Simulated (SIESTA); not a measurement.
Crystal: Mo.

```xyz
1
Lattice="-1.5838 1.5838 1.5838 1.5838 -1.5838 1.5838 1.5838 1.5838 -1.5838" Properties=species:S:1:pos:R:3 pbc="T T T"
Mo    0.0000    0.0000    0.0000
```

Base run:

- Program: SIESTA 5.4.2
- Functional: PBEsol
- Potentials or basis: PseudoDojo 0.4 standard (PBEsol files)
- Basis: DZP (energy shift 0.003 Ry; two zetas on semicore shells)
- Grid cutoff: 800 Ry
- Energy shift: 0.003 Ry
- k mesh: 12 × 12 × 12
- Occupations: fermi-dirac, width 0.05 eV
- Spin: no spin polarisation

Its results: band gap on the k mesh none (metal or under the smearing width); pressure -6.6 GPa.

**Question.** The run is repeated on the same cell with these changes: functional from PBEsol to PBE; potentials or basis from PseudoDojo 0.4 standard (PBEsol files) to PseudoDojo 0.4 standard (PBE files). What comes out?

**Answer.** Band gap on the k mesh none (metal or under the smearing width); pressure 1.0 GPa.

Caveats: the basis of atomic orbitals isn't converged, which shifts pressures, moduli and gaps.
